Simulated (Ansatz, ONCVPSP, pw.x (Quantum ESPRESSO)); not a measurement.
pw.x on bcc N: one setting changed

Potential: optimised norm-conserving Vanderbilt (ONCV), ONCVPSP 4.0.1.1 (patched build), PBE; core [He], reference 2s2 2p1.5; waves: 2s: rc 0.90 bohr, ncon 4, nbas 7, qcut 8.1 1/bohr, local; 2p: rc 1.20 bohr, ncon 4, nbas 8, qcut 13.4 1/bohr, 2 projectors, debl 6 Ha; d scattering state at 0.12 Ha: rc 1.25 bohr, ncon 3, nbas 7, qcut 6.7 1/bohr, 2 projectors, debl 2.9 Ha; local part: the s channel; core correction: Teter function fitted to the true core (icmod 2), fcfact 0.15.

The reference run (k-mesh 18³, cutoffs 165/660 Ry, Fermi–Dirac 0.01 Ry, mixing_beta 0.4, conv_thr 1e-9, no spin) gives -0.48 GPa at 7.247 Å³/atom, where all-electron LAPW gives -0.09 GPa. This run, with its own iteration cap, changes k-mesh points per axis to 4.

```
&control
  calculation='scf', prefix='x', pseudo_dir='./', outdir='./tmp', tstress=.true., disk_io='none'
/
&system
  ibrav=0, nat=1, ntyp=1, ecutwfc=165, ecutrho=660, nbnd=9,
  occupations='smearing', smearing='fd', degauss=0.01
/
&electrons
  conv_thr=1e-09, mixing_beta=0.4, electron_maxstep=50
/
ATOMIC_SPECIES
N 1.0 N.UPF
CELL_PARAMETERS angstrom
  -1.21908154 1.21908154 1.21908154
  1.21908154 -1.21908154 1.21908154
  1.21908154 1.21908154 -1.21908154
ATOMIC_POSITIONS crystal
N 0.0000 0.0000 0.0000
K_POINTS automatic
4 4 4 0 0 0
```

```bash
pw.x < N.scf.in > N.scf.out
```

Q: How does the run end?

A: It converges in 8 iterations; the free energy moves by +190.1 meV/atom and the pressure by -8.68 GPa.

```
Message from routine setup:
     using ibrav=0 with symmetry is DISCOURAGED, use correct ibrav instead
     lattice parameter (alat)  =       3.9902  a.u.
     unit-cell volume          =      48.9052 (a.u.)^3
     number of electrons       =         5.00
     number of Kohn-Sham states=            9
     kinetic-energy cutoff     =     165.0000  Ry
     charge density cutoff     =     660.0000  Ry
     scf convergence threshold =      1.0E-09
     Exchange-correlation= PBE
     number of k points=     8  Fermi-Dirac smearing, width (Ry)=  0.0100
     iteration #  1     ecut=   165.00 Ry     beta= 0.40
     total energy              =     -20.25985827 Ry
     estimated scf accuracy    <       0.29830611 Ry
     iteration #  2     ecut=   165.00 Ry     beta= 0.40
     total energy              =     -20.24252072 Ry
     estimated scf accuracy    <       0.05596562 Ry
     iteration #  3     ecut=   165.00 Ry     beta= 0.40
     total energy              =     -20.25071111 Ry
     estimated scf accuracy    <       0.00017152 Ry
     [... 2 iterations left out ...]
     iteration #  6     ecut=   165.00 Ry     beta= 0.40
     total energy              =     -20.25074110 Ry
     estimated scf accuracy    <       0.00000076 Ry
     iteration #  7     ecut=   165.00 Ry     beta= 0.40
     total energy              =     -20.25074121 Ry
     estimated scf accuracy    <          1.1E-09 Ry
     iteration #  8     ecut=   165.00 Ry     beta= 0.40
     the Fermi energy is     8.2421 ev
!    total energy              =     -20.25074121 Ry
     estimated scf accuracy    <          6.1E-11 Ry
     smearing contrib. (-TS)   =      -0.00367853 Ry
     The total energy is F=E-TS. E is the sum of the following terms:
     one-electron contribution =       3.28529630 Ry
     hartree contribution      =       1.68295411 Ry
     xc contribution           =      -5.46889597 Ry
     ewald contribution        =     -19.74641711 Ry
     convergence has been achieved in   8 iterations
          total   stress  (Ry/bohr**3)                   (kbar)     P=      -91.62
     Message from routine punch:
     Nothing written, as per user request (disk_io='none')
```

The run took about 3.7 s on one core of a shared host (Neoverse-N1, 64 threads, 124 GiB, load 58).
